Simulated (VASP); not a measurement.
**C (diamond), GW calculation on PBE orbitals: VASP's output and Ansatz's**

POSCAR

```
C
 1.0000000000000000
     0.0000000000000000    1.7801241435693234    1.7801241435693234
     1.7801241435693234   -0.0000000000000000    1.7801241435693234
     1.7801241435693234    1.7801241435693234   -0.0000000000000000
 C
   2
Cartesian
  0.0000000000000000  0.0000000000000000 -0.0000000000000000
  0.8900620717846617  0.8900620717846617  0.8900620717846617
```

VASP ran with the GW set of PAW datasets (8 valence electrons in the cell).

From OUTCAR

```
k-points           NKPTS =     16   k-points in BZ     NKDIM =    216   number of bands    NBANDS=     37

   NELECT =       8.0000    total number of electrons

   dimension x,y,z NGX =    18 NGY =   18 NGZ =   18
   dimension x,y,z NGXF=    36 NGYF=   36 NGZF=   36

  energy-cutoff  :      500.00
  volume of cell :       11.28
      direct lattice vectors                 reciprocal lattice vectors
     0.000000000  1.780124144  1.780124144    -0.280879287  0.280879287  0.280879287
     1.780124144  0.000000000  1.780124144     0.280879287 -0.280879287  0.280879287
     1.780124144  1.780124144  0.000000000     0.280879287  0.280879287 -0.280879287

 k-points in reciprocal lattice and weights: KPOINTS created by Atomic Simulation Env
   0.00000000  0.00000000  0.00000000       0.005
   0.16666667  0.00000000  0.00000000       0.037
   0.33333333  0.00000000  0.00000000       0.037
   0.50000000  0.00000000  0.00000000       0.019
   0.16666667  0.16666667  0.00000000       0.028
   0.33333333  0.16666667  0.00000000       0.111
   0.50000000  0.16666667  0.00000000       0.111
  -0.33333333  0.16666667  0.00000000       0.111
   ...

 QP shifts <psi_nk| G(iteration)W_0 |psi_nk>: iteration 1
 for sc-GW calculations column KS-energies equals QP-energies in previous step
 and V_xc(KS)=  KS-energies - (<T + V_ion + V_H > + <T+V_H+V_ion>^1  + <V_x>^1)

 k-point   1 :       0.0000    0.0000    0.0000
  band No.  KS-energies  QP-energies   sigma(KS)   V_xc(KS)     V^pw_x(r,r')   Z            occupation Imag(sigma)

      1     -11.7046     -13.1930     -16.7625     -14.7920     -25.4559       0.7553       2.0000       1.3991
      2       9.8438       9.4749     -17.2597     -16.8145     -19.2155       0.8286       2.0000       0.0529
      3       9.8438       9.4749     -17.2597     -16.8145     -19.2155       0.8286       2.0000       0.0529
      4       9.8438       9.4749     -17.2597     -16.8145     -19.2155       0.8286       2.0000       0.0529
      5      15.4505      16.7505     -13.9610     -15.5365      -9.3291       0.8251       0.0000      -0.0800
      6      15.4505      16.7505     -13.9610     -15.5365      -9.3291       0.8251       0.0000      -0.0800
      7      15.4505      16.7505     -13.9610     -15.5365      -9.3291       0.8251       0.0000      -0.0800
      8      23.2911      24.5562     -14.7454     -16.3841      -7.7685       0.7720       0.0000      -0.1951
      9      29.2088      29.6965     -11.2881     -11.8925      -4.3427       0.8067       0.0000      -0.3615
     10      36.4414      37.7359     -12.3475     -13.9081      -5.9182       0.8295       0.0000      -0.5510
     11      36.4414      37.7359     -12.3475     -13.9081      -5.9182       0.8295       0.0000      -0.5510
     12      37.4454      38.1509     -10.6833     -11.5373      -3.2737       0.8261       0.0000      -0.9939

 ...

 QP shifts <psi_nk| G(iteration)W_0 |psi_nk>: iteration 2

 k-point   1 :       0.0000    0.0000    0.0000
  band No. old QP-enery  QP-energies   sigma(KS)   T+V_ion+V_H  V^pw_x(r,r')   Z            occupation Imag(sigma)

      1     -13.1930     -13.4915     -16.6776       3.0874     -25.4559       0.7515       2.0000       1.4797
      2       9.4749       9.4451     -17.2192      26.6583     -19.2155       0.8321       2.0000       0.0535
      3       9.4749       9.4451     -17.2192      26.6583     -19.2155       0.8321       2.0000       0.0535
      4       9.4749       9.4451     -17.2192      26.6583     -19.2155       0.8321       2.0000       0.0535
      5      16.7505      16.9059     -14.0486      30.9871      -9.3291       0.8268       0.0000      -0.0830
      6      16.7505      16.9059     -14.0486      30.9871      -9.3291       0.8268       0.0000      -0.0830
      7      16.7505      16.9059     -14.0486      30.9871      -9.3291       0.8268       0.0000      -0.0830
      8      24.5562      24.8023     -14.8012      39.6752      -7.7685       0.7743       0.0000      -0.1999
      9      29.6965      29.8490     -11.2166      41.1014      -4.3427       0.8098       0.0000      -0.3256
     10      37.7359      37.8713     -12.4495      50.3494      -5.9182       0.8258       0.0000      -0.5578
     11      37.7359      37.8713     -12.4495      50.3494      -5.9182       0.8258       0.0000      -0.5578
     12      38.1509      38.2771     -10.6789      48.9827      -3.2737       0.8252       0.0000      -0.9378

 ...

 QP shifts <psi_nk| G(iteration)W_0 |psi_nk>: iteration 3

 k-point   1 :       0.0000    0.0000    0.0000
  band No. old QP-enery  QP-energies   sigma(KS)   T+V_ion+V_H  V^pw_x(r,r')   Z            occupation Imag(sigma)

      1     -13.4915     -13.5520     -16.6595       3.0874     -25.4559       0.7503       2.0000       1.5015
      2       9.4451       9.4432     -17.2155      26.6583     -19.2155       0.8326       2.0000       0.0535
      3       9.4451       9.4432     -17.2155      26.6583     -19.2155       0.8326       2.0000       0.0535
      4       9.4451       9.4432     -17.2155      26.6583     -19.2155       0.8326       2.0000       0.0535
      5      16.9059      16.9270     -14.0556      30.9871      -9.3291       0.8266       0.0000      -0.0832
      6      16.9059      16.9270     -14.0556      30.9871      -9.3291       0.8266       0.0000      -0.0832
      7      16.9059      16.9270     -14.0556      30.9871      -9.3291       0.8266       0.0000      -0.0832
      8      24.8023      24.8439     -14.8190      39.6752      -7.7685       0.7728       0.0000      -0.2028
      9      29.8490      29.8792     -11.2150      41.1014      -4.3427       0.8097       0.0000      -0.3246
     10      37.8713      37.8902     -12.4553      50.3494      -5.9182       0.8270       0.0000      -0.5547
     11      37.8713      37.8902     -12.4553      50.3494      -5.9182       0.8270       0.0000      -0.5547
     12      38.2771      38.2994     -10.6785      48.9827      -3.2737       0.8251       0.0000      -0.9305

 ...
```

Datasets and cutoffs are each program's own. VASP's cell holds 8 valence electrons and Ansatz's 8. Both sum 33 empty bands with a screening cutoff of 120 eV, short of the basis and mesh limit, and the G₀W₀ gap is that of the linearised levels of the first step.

Question: What does Ansatz give for the same cell and level of theory?

Answer: PBE gap on the mesh 4.17 eV; G₀W₀ gap on the mesh 5.41 eV.

Ansatz printed

```
SCF 1 converged in 6 iterations: F = -501.604807 eV  dr2 = 8.03e-11
  greatest PAW one-centre occupation: 0.644 electrons in one spin orbital (limit 2), on the C atom at site 1 (counted from 0), in its partial waves of l = 0
NSCF: frozen V_eff on 16 k-points
G₀W₀ screening: q 1/16
G₀W₀ screening: q 2/16 (q-point 6)
G₀W₀ screening: q 3/16 (q-point 7)
G₀W₀ screening: q 4/16 (q-point 8)
G₀W₀ screening: q 5/16 (q-point 11)
G₀W₀ screening: q 6/16 (q-point 14)
G₀W₀ screening: q 7/16 (q-point 15)
G₀W₀ screening: q 8/16 (q-point 9)
G₀W₀ screening: q 9/16 (q-point 12)
G₀W₀ screening: q 10/16 (q-point 16)
G₀W₀ screening: q 11/16 (q-point 2)
G₀W₀ screening: q 12/16 (q-point 3)
G₀W₀ screening: q 13/16 (q-point 5)
G₀W₀ screening: q 14/16 (q-point 10)
G₀W₀ screening: q 15/16 (q-point 4)
G₀W₀ screening: q 16/16 (q-point 13)
G₀W₀ self-energy: k 1/8
G₀W₀ self-energy: k 2/8
G₀W₀ self-energy: k 3/8
G₀W₀ self-energy: k 4/8
G₀W₀ self-energy: k 5/8
G₀W₀ self-energy: k 6/8
G₀W₀ self-energy: k 7/8
G₀W₀ self-energy: k 8/8
NSCF: frozen V_eff on 1 k-points
NSCF: frozen V_eff on 1 k-points
SCF converged after 6 iterations
Free energy (F): -501.604807 eV
Harris-Foulkes:  -501.604807 eV  (|F-HF|=2.77e-11)
Internal energy: -501.604807 eV  (E = F + TS)
E sigma→0 (E₀):  -501.604807 eV
Fermi energy:    13.418476 eV
--- Per-component energies (eV) ---
  E_band       = 35.258119
  E_kinetic    = 184.977434
  E_local      = -122.058401  (includes V_loc(G=0)·N_el)
  E_nonlocal   = 53.369573
  E_hartree    = 26.715102
  E_xc         = -97.527165
  E_vxc        = -121.082879  (∫ρ·V_xc dr)
  E_paw        = -198.485534  (= ΣΔE_a)
  E_vpaw       = -13.377752  (= ΣTr[D̂ρ^β])
  E_aug_tail   = 0.000017  (compensation charges beyond the density's cutoff)
  E_ewald      = -348.595832
  E_smearing   = -0.000000  (= −TS)
  E_closure    = 0.000000  (closes the sum)
  Σ components = -501.604807   (vs F -501.604807, Δ=0.00e0)
--- Band table (eV; the first three rows and the last of 16) ---
  k-point 0: bands = ["-8.1353", "13.4185", "13.4185", "13.4185", "19.0268", "19.0268", "19.0268", "26.8214"]
  k-point 1: bands = ["-7.3658", "9.6448", "12.3880", "12.3880", "20.3766", "20.3766", "20.8460", "27.4523"]
  k-point 2: bands = ["-5.1078", "4.0080", "11.0811", "11.0811", "21.7258", "21.7258", "22.0393", "28.7117"]
  k-point 15: bands = ["1.1608", "1.1608", "5.5600", "5.5600", "21.6657", "21.6657", "27.9877", "27.9877"]
--- G₀W₀: contour deformation, 6 samples at zero and on the imaginary axis and 1 off it, 216 q-points, 33 empty bands' worth ---
  eigenvalues of the whole cell's RPA ε∞ on this k-mesh (on a slab, of 1 + 4πα/V) = 5.9995, 5.9995, 5.9995; static W/v taken at q = 0 is 0.166682
  bands read: the sum over 37 bands ends inside a degenerate multiplet in 4 slots, whose members it reads at an even weight; the widest, k=0: bands 37 to 38 (counted from 1) at 1/2 each
  gw.qp_kpoints: band_edges: 8 of 16 stored k-points solved, in 1 pass; an edge of the gap read off the rows below is read off those points alone
    valence top: of the k-points left out ik 8 came nearest to being solved in a further pass, in band 4 (counted from 1, as in the quasiparticle table): it holds the edge there only if its correction is more favourable than any solved in that band by at least 1.387 eV; those differ by 0.561 eV
    conduction bottom: of the k-points left out ik 10 came nearest to being solved in a further pass, in band 5 (counted from 1, as in the quasiparticle table): it holds the edge there only if its correction is more favourable than any solved in that band by at least 1.009 eV; those differ by 0.624 eV
    ik  band        ε_KS         Σx   Σc(E_QP)       V_xc       Z   E_QP_lin       E_QP  E_QP is
     0     3     13.4185   -20.2065     2.0195   -17.7887  0.8290    13.0197    13.0202  root
     0     4     13.4185   -20.2065     2.0195   -17.7887  0.8290    13.0197    13.0202  root
     0     5     19.0268   -10.2120    -4.9441   -16.4015  0.8292    20.2792    20.2722  root
     0     6     19.0268   -10.2120    -4.9441   -16.4015  0.8292    20.2792    20.2722  root
     1     3     12.3880   -20.2367     2.2637   -17.5094  0.8263    11.9236    11.9244  root
     1     4     12.3880   -20.2367     2.2637   -17.5094  0.8263    11.9236    11.9244  root
     1     5     20.3766   -10.0478    -5.3084   -16.6759  0.8246    21.7053    21.6963  root
     1     6     20.3766   -10.0478    -5.3084   -16.6759  0.8246    21.7053    21.6963  root
     2     3     11.0811   -20.6559     2.7319   -17.3443  0.8216    10.5000    10.5015  root
     2     4     11.0811   -20.6559     2.7319   -17.3443  0.8216    10.5000    10.5015  root
     2     5     21.7258    -9.2874    -5.7307   -16.3710  0.8217    23.0895    23.0786  root
     2     6     21.7258    -9.2874    -5.7307   -16.3710  0.8217    23.0895    23.0786  root
     3     3     10.5968   -20.8571     2.9183   -17.3143  0.8196     9.9704     9.9723  root
     3     4     10.5968   -20.8571     2.9183   -17.3143  0.8196     9.9704     9.9723  root
     3     5     21.9081    -8.9161    -5.7480   -15.9769  0.8238    23.2311    23.2210  root
     3     6     21.9081    -8.9161    -5.7480   -15.9769  0.8238    23.2311    23.2210  root
     4     3     10.8292   -20.2755     2.6477   -17.0487  0.8217    10.2485    10.2501  root
     4     4     11.1740   -21.3230     2.8083   -17.8790  0.8201    10.5363    10.5382  root
     4     5     18.3657   -10.0971    -4.8173   -15.9862  0.8331    19.4425    19.4375  root
     4     6     22.4780    -9.9260    -5.8593   -17.2261  0.8150    23.9322    23.9188  root
     9     3      8.0725   -21.0014     3.5662   -16.6327  0.8093     7.2658     7.2700  root
     9     4      8.0725   -21.0014     3.5662   -16.6327  0.8093     7.2658     7.2700  root
     9     5     17.5900    -9.7337    -4.7148   -15.2826  0.8387    18.4269    18.4241  root
     9     6     21.1807    -7.9028    -5.4379   -14.1414  0.8365    21.9848    21.9814  root
...
```
